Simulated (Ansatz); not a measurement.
Ionic part of the dielectric constant of HfO2 at 6 GPa, mode by mode

Computed with DFT PBEsol, scalar-relativistic, plane waves, PAW in Ansatz. Cutoff 420 eV, 8×8×8 k-points (Γ-centred), fixed occupations. No spin polarisation. Phonons by linear response, acoustic sum rule imposed.

It takes space group Fm-3m (No. 225, cubic). The conventional cell has a = 5.008 Å, b = 5.008 Å, c = 5.008 Å, α = 90.00°, β = 90.00°, γ = 90.00°. Hf (site symmetry m-3m) is surrounded by 8 O at 2.17 Å. O (site symmetry -43m) is surrounded by 4 Hf at 2.17 Å.

Spin–orbit coupling is left out, which matters for heavy elements. Other phases may be more stable at this pressure.

The primitive cell has V = 31.39 Å³ and ε∞,xx = 5.371. Each polar mode adds Δε = (4.92064×10⁷/V)·S/ν² along x, with S its oscillator strength in e²/amu, ν in cm⁻¹ and V in Å³.

Question: From these modes, find each Δε and ε0,xx.
```
ν (cm⁻¹) S_xx (e²/amu)
   257.9          1.144
```

Answer:
```
ν (cm⁻¹)     Δε
   257.9  26.95
```

The sum is 26.953, so ε0,xx = 32.32; the run's tensor has 32.32.

Question: Where do the longitudinal modes lie for a wave vector along x?

Answer: At 633 cm⁻¹. The Lyddane–Sachs–Teller product Π(ν_LO/ν_TO)² = 6.02 matches ε0/ε∞ = 6.02.

This fluorite-type form isn't the usual stable structure of the compound at low pressure.

Cost: 1 run of about 0.23 core-minutes, on AMD EPYC 9R45 (Zen 5) (shared hosts).